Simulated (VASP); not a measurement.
# SiC (F-43m) under biaxial strain in the (001) plane

Strain engineering needs slopes: what does biaxial strain in the (001) plane do to the lattice and the band edges of SiC?

Method: LDA; plane waves and PAW (Si, C), in the first sound run; inputs show where later runs differ, in VASP 6.6.1.

Report form: the programs' logs are mostly left out.

## Step 1: The starting structure

The structure is cubic, space group F-43m (No. 216). The conventional cell has a = 4.360 Å, b = 4.360 Å, c = 4.360 Å, α = 90.00°, β = 90.00°, γ = 90.00°. Si has 4 C at 1.89 Å nearest. C has 4 Si at 1.89 Å nearest. Farther neighbours are not listed.

## Step 2: Relax the crystal, LDA

The series starts from the cell that this level prefers, so that zero strain is near zero stress.

This step took 2 runs in a row; the last is shown.

Level: LDA; plane waves and PAW (Si, C).

Contents of INCAR:

```
SYSTEM = SiC
PREC = Accurate
ENCUT = 600
EDIFF = 1E-07
NELM = 120
ISMEAR = 0
SIGMA = 0.02
LREAL = .FALSE.
ALGO = Normal
GGA = CA
NBANDS = 10
LORBIT = 11
LWAVE = .FALSE.
LCHARG = .FALSE.
KPAR = 16
IBRION = 2
NSW = 40
ISIF = 3
EDIFFG = -0.005
POTIM = 0.4
```

Contents of POSCAR:

```
SiC
1.0
    0.0000000000      2.1652404209      2.1652404209
    2.1652404209      0.0000000000      2.1652404209
    2.1652404209      2.1652404209      0.0000000000
Si C
1 1
Direct
    0.0000000000      0.0000000000      0.0000000000
    0.2500000000      0.2500000000      0.2500000000
```

Contents of KPOINTS:

```
Automatic mesh
0
Gamma
12 12 12
0 0 0
```

The projector-augmented-wave data sets are Si and C (LDA family, release 64).

The run is started by

```
> mpirun -np 16 vasp_std
```

Wall time 1.4 s (16 MPI ranks of Intel Xeon 6975P-C (Granite Rapids), shared host); peak memory 2.1 GiB.

Read from the output:

| Quantity | Value |
| --- | --- |
| energy(sigma→0) of the program | -16.6448 eV |
| stress, compression positive | xx, yy, zz 0.01, 0.01, 0.01 GPa |
| volume | 20.302 Å³ |
| ionic steps | 1 |

## Step 3: Strain along the normal, LDA

One member in full: the plane is strained by 1 %, and the strain along the normal is moved by secant steps until the normal stress is under 0.012 GPa or five steps are spent; the atoms relax at each step.

This step took 2 runs, each at a new trial strain with the atoms of the one before; the last is shown.

Level: LDA; plane waves and PAW (Si, C); cell typed or built by script.

Edit INCAR of step 2 so:

```diff
@@ -14,7 +14,7 @@
 LCHARG = .FALSE.
-KPAR = 16
-IBRION = 2
-NSW = 40
-ISIF = 3
-EDIFFG = -0.005
-POTIM = 0.4
+KPAR = 4
+IBRION = 1
+NSW = 25
+ISIF = 2
+EDIFFG = -0.004
+POTIM = 0.3
```

Contents of POSCAR:

```
SiC
1.0
    0.0000000000      2.1868928250      2.1497610190
    2.1868928250      0.0000000000      2.1497610190
    2.1868928250      2.1868928250      0.0000000000
Si C
1 1
Direct
    0.0000000000      0.0000000000      0.0000000000
    0.2500000000      0.2500000000      0.2500000000
```

KPOINTS is that of step 2.

The run is started by

```
> mpirun -np 4 vasp_std
```

It took 3.8 s on 4 MPI ranks; peak memory 0.57 GiB; 13 s of CPU time.

Read from the output:

```
energy(sigma→0) of the program : -16.6396 eV
stress, compression positive   : xx, yy, zz -4.29, -4.29, 0.01 GPa
ionic steps                    : 1
```

## Step 4: Band edges, HSE06

Short lines in KPOINTS_OPT sample the zone centre along and across the normal of the plane, for masses, and the other valleys.

Level: HSE06; plane waves and PAW (Si, C); cell typed or built by script.

Contents of INCAR:

```
SYSTEM = SiC
PREC = Accurate
ENCUT = 600
EDIFF = 1E-06
NELM = 100
ISMEAR = 0
SIGMA = 0.02
LREAL = .FALSE.
ALGO = Normal
LHFCALC = .TRUE.
AEXX = 0.25
GGA = PE
HFSCREEN = 0.2
LASPH = .TRUE.
NBANDS = 9
PRECFOCK = Fast
LWAVE = .FALSE.
LCHARG = .FALSE.
KPAR = 4
```

POSCAR is that of step 3.

Contents of KPOINTS:

```
Automatic mesh
0
Gamma
6 6 6
0 0 0
```

Contents of KPOINTS_OPT:

```
Line mode
6
Line-mode
Reciprocal
  0.00000000   0.00000000   0.00000000
  0.01710725   0.01710725   0.00000000

  0.00000000   0.00000000   0.00000000
 -0.00000000  -0.01740274  -0.01740274

  0.31000000   0.31000000   0.00000000
  0.50000000   0.50000000   0.00000000

  0.00000000   0.31000000   0.31000000
  0.00000000   0.50000000   0.50000000

  0.45000000   0.45000000   0.45000000
  0.50000000   0.50000000   0.50000000

  0.45000000   0.00000000   0.00000000
  0.50000000   0.00000000   0.00000000

  0.42500000   0.42500000   0.00000000
  0.42500000   0.44240274   0.01740274

  0.50000000   0.50000000   0.50000000
  0.48769440   0.51230560   0.50000000
```

The run is started by

```
> mpirun -np 4 vasp_std
```

It took 64 s on 4 MPI ranks; peak memory 1 GiB.

Numbers from this step:

| Item | Value |
| --- | --- |
| energy(sigma→0) of the program | -17.5322 eV |

## Step 5: Band edges, LDA

Level: LDA; plane waves and PAW (Si, C); cell typed or built by script.

Contents of INCAR:

```
SYSTEM = SiC
PREC = Accurate
ENCUT = 600
EDIFF = 1E-06
NELM = 100
ISMEAR = 0
SIGMA = 0.02
LREAL = .FALSE.
ALGO = Normal
GGA = CA
NBANDS = 9
LWAVE = .FALSE.
LCHARG = .FALSE.
KPAR = 4
```

POSCAR is that of step 4.

Contents of KPOINTS:

```
Automatic mesh
0
Gamma
9 9 9
0 0 0
```

KPOINTS_OPT is that of step 4.

The run is started by

```
> mpirun -np 4 vasp_std
```

Run time: 2.8 s. Hardware: 4 MPI ranks; peak memory 0.53 GiB; 8.5 s of CPU time.

This run gave:

```
energy(sigma→0) of the program : -16.6392 eV
stress, compression positive   : xx, yy, zz -4.28, -4.28, 0.02 GPa
```

The run ends at a pressure of -2.85 GPa.

## Step 6: All members

LASPH is off in runs at LDA and on in runs at HSE06.

Hybrid runs start from orbitals of a short LDA run, not shown.

Runs beyond LDA use the data sets made with LDA; this shifts their levels slightly, and their total energies have another zero.

The other members went through these steps as far as the tables show, with the same cutoff and, step by step, the same mesh; 35 runs are not shown. The session took 0.65 core hours (wall time by ranks) on a shared machine.

```
in-plane strain (%)  strain along the normal (%)  in-plane stress, tension positive (GPa)  energy above the unstrained row (meV/atom)  gap on the mesh, LDA (eV)
             -2.000                        1.378                                   -9.538                                      12.105                      1.081
             -1.000                        0.699                                   -4.608                                       3.051                      1.185
             -0.500                        0.352                                   -2.269                                       0.798                      1.237
                  0                        0.000                                   -0.009                                       0.000                      1.289
              0.500                       -0.354                                    2.180                                       0.616                      1.204
              1.000                       -0.715                                    4.291                                       2.597                      1.121
              2.000                       -1.447                                    8.310                                      10.489                      0.960
```

Slopes at zero strain, from cubics through all rows: strain ratio -0.707, stress over strain 445 GPa. For a cubic crystal strained in (001) the ratio is −2C₁₂/C₁₁.

Band edges at HSE06, counted from the valence-band top at Γ, with one row partly withheld:

```
in-plane strain (%)  gap (eV)  conduction band at Γ (eV)  Δ or X valley along z (eV)  Δ or X valley along x (eV)  lowest conduction level at L, [111] (eV)  lowest conduction level at L, [-111] (eV)  second valence level below the top (eV)  third valence level below the top (eV)
             -2.000     2.037                      8.048                       2.367                       2.037                                     6.854                                      6.854                                    0.000                                   0.254
             -1.000     2.140                      7.927                       2.305                       2.141                                     6.886                                      6.886                                    0.000                                   0.123
             -0.500     2.192                      7.866                           ?                       2.192                                     6.870                                      6.870                                    0.000                                   0.061
                  0     2.243                      7.805                       2.243                       2.243                                     6.834                                      6.834                                    0.000                                   0.000
              0.500     2.155                      7.683                       2.155                       2.236                                     6.723                                      6.723                                    0.059                                   0.059
              1.000     2.067                      7.563                       2.067                       2.229                                     6.600                                      6.600                                    0.117                                   0.117
              2.000     1.898                      7.326                       1.898                       2.219                                     6.330                                      6.330                                    0.228                                   0.228
```

Band edges at LDA, counted from the valence-band top at Γ:

```
in-plane strain (%)  gap (eV)  conduction band at Γ (eV)  Δ or X valley along z (eV)  Δ or X valley along x (eV)  lowest conduction level at L, [111] (eV)  lowest conduction level at L, [-111] (eV)  second valence level below the top (eV)  third valence level below the top (eV)
             -2.000     1.080                      6.740                       1.403                       1.080                                     5.572                                      5.572                                    0.000                                   0.246
             -1.000     1.185                      6.629                       1.345                       1.185                                     5.608                                      5.608                                    0.000                                   0.120
             -0.500     1.237                      6.573                       1.317                       1.237                                     5.595                                      5.595                                    0.000                                   0.059
                  0     1.288                      6.516                       1.288                       1.288                                     5.564                                      5.564                                    0.000                                   0.000
              0.500     1.204                      6.401                       1.204                       1.283                                     5.459                                      5.459                                    0.057                                   0.057
              1.000     1.120                      6.287                       1.120                       1.278                                     5.344                                      5.344                                    0.113                                   0.113
              2.000     0.960                      6.064                       0.960                       1.274                                     5.090                                      5.090                                    0.220                                   0.220
```

## Step 7: A fit to the known rows

The quantity to fit is the splitting of the Δ or X valleys (z less x) at HSE06: 0.330, 0.164, 0.000, -0.081, -0.162, -0.321 eV in the rows shown.

Fitting a parabola to the 6 known rows (d: strain along the axis less the strain across it, in %) gives E = 6.85e-4 d² + 0.09539 d − 1.19e-5 in eV; the residuals are 2.5e-5 eV r.m.s.

For the withheld row, d = 0.8520, the fit gives 0.0818 eV.

## Step 8: Checking the prediction

The calculation gives 0.0818 eV, so the prediction is right to the last digit shown.

The splitting is Ξu times d, with d as a fraction, so the linear term gives Ξu = 9.5 eV.

## Step 9: What came out

| Item | Value |
| --- | --- |
| ratio of normal to in-plane strain | -0.707 |
| biaxial modulus | 445 GPa |
| gap of the unstrained cell, HSE06 | 2.24 eV |
| gap of the unstrained cell, LDA | 1.29 eV |
| shear deformation potential Ξu of the Δ or X valleys | 9.5 eV |
| error of the predicted row | 0.0 meV |
| valence shear potential \|b\|, HSE06 | 2.35 eV |

In words: As a check, the curvature of the energy gives 446 GPa for the same modulus (energy per volume = M × strain²), 0 % from the slope of the stress. The energy also has a linear term worth 0.13 GPa that the stress column lacks, a mark of the finite basis. At HSE06 the lowest conduction valley is Δ or X throughout, and the gap runs between 1.90 and 2.24 eV. At LDA the lowest conduction valley is Δ or X throughout, and the gap runs between 0.96 and 1.29 eV. Without spin-orbit coupling the three valence levels split by 3|b| times the difference of the strains; the rows within 1 % give |b| = 2.35 eV. Hole masses are left out throughout, since the top bands are degenerate or cross in many series; of conduction masses, those of the Γ, L and (for Si and Ge under (001) strain) Δ valleys are kept where they change by under an eighth between rows. A measured gap of unstrained SiC is 2.39 eV (arxiv:2009.14696, band gap at cryogenic temperature, temperature not given); the static gaps here belong to the lattice relaxed at LDA. HSE06 ran on a coarser mesh than the semilocal levels. Semilocal gaps are as a rule too small. Spin-orbit coupling is left out at HSE06 and LDA, so the valence splittings there lack it. Δ or X levels are the lowest on their line, refined by a parabola unless they lie at X; the gap is read from all points sampled and can differ from the lowest valley by some meV, or by tens of meV where strain moves the valence top off Γ. Temperature, zero-point motion and excitons are left out.

[Lines on the potential files, build, host, timing and source positions are cut from VASP's logs without a mark.]

[Logs are printed without paths, hosts, clocks, repeated set-up lines and the standing remarks that a program may print on its own settings, such as how far it seeks lower states.]

[Hosts, paths, dates, database ids (printed as entryN), source tags and the programs' standing remarks are cut or masked in the printed files.]

[In band tables of VASP the shares of atoms and orbitals are scaled to a sum of 1 inside the atoms' spheres.]
